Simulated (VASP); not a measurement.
A run of VASP 6.6.1 is set up as follows.

File INCAR:

```
PREC = Accurate ; ENCUT = 520
EDIFF = 1E-7 ; ISMEAR = 0
SIGMA = 0.02 ; LREAL = False
LASPH = True ; NELM = 100
ALGO = Fast ; ISIF = 3
LWAVE = False ; LCHARG = False
GGA = PS ; IBRION = 2
NSW = 80 ; EDIFFG = -0.002
```

KPOINTS

```
regular mesh
0
Gamma
  12 12 6
```

Contents of POSCAR:

```
PtS2                                    
1.0
    3.5671209619      0.0000000000     -0.0000000000
   -1.7835604810      3.0892173707      0.0000000000
   -0.0000000000     -0.0000000000      4.7996169338
  Pt              S             
     1     2
Direct
     0.0000000000000000    0.0000000000000000    0.0000000000000000
     0.3333333300000021    0.6666666699999979    0.2494440591872058
     0.6666666699999979    0.3333333300000021    0.7505559408127941
```

Potentials or basis: VASP PAW PBE potentials, release 64 (Pt, S).

The run is started by

```console
$ cat potpaw_PBE.64/Pt/POTCAR potpaw_PBE.64/S/POTCAR > POTCAR
$ mpirun -np 1 vasp_std > vasp.out
```

Problem. Predict the relaxed cell.

Solution. a = 3.568 Å, b = 3.568 Å, c = 4.790 Å, α = 90.00°, β = 90.00°, γ = 120.00°.

Problem. What does it give for the band gap on the k mesh?

Solution. 0.34 eV, indirect (least direct gap 0.94 eV).

Problem. Predict the relaxed volume.

Solution. 17.60 Å³/atom.

Problem. What does it give for the space group after relaxing (to 0.05 Å)?

Solution. P-3m1 (No. 164).

Final structure:
```
Pt S
1.0
     3.56775    0.00000    0.00000
    -1.78388    3.08977    0.00000
     0.00000    0.00000    4.78954
Pt S
1 2
Cartesian
  0.0000 0.0000 0.0000
  0.0000 2.0598 1.1969
  1.7839 1.0299 3.5927
```

Caveat: the PAW data sets were made with another functional, which shifts forces and pressure a little; spin-orbit coupling is left out, which moves the levels of the heavy elements. A k mesh can miss the band edges.
